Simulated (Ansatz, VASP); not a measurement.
## One calculation of TiB2, two programs

```
Ti B
1.0
     0.00000    2.54366    2.54366
     2.54366    0.00000    2.54366
     2.54366    2.54366    0.00000
Ti B
1 2
Direct
  0.50000 0.50000 0.50000
  0.25000 0.25000 0.25000
  0.75000 0.75000 0.75000
```

Alike in both runs: task single point; functional PBE; k mesh 6 × 6 × 6; occupations gaussian, width 0.1 eV; collinear spin.

|  | VASP | Ansatz |
| --- | --- | --- |
| version | VASP 6.6.1 | Ansatz 0.2.0 |
| potentials or method | VASP PAW PBE potentials, release 64 (Ti_sv, B) | scalar-relativistic, plane waves, PAW |
| plane-wave cutoff (eV) | 520 | 420 |
| valence electrons in the cell | 18 | 18 |

Ansatz gave:

* gap on the k mesh at the Fermi level (eV): none
* pressure (GPa): 0.1
* net moment per atom (μB): 0.00

Question: Which values does VASP return?

Answer: gap on the k mesh at the Fermi level (eV): none; pressure (GPa): 0.0; net moment per atom (μB): 0.00.

A gap of «none» marks a metal or a gap that the smearing closes. Ansatz warned: «seeded_moment_not_kept».
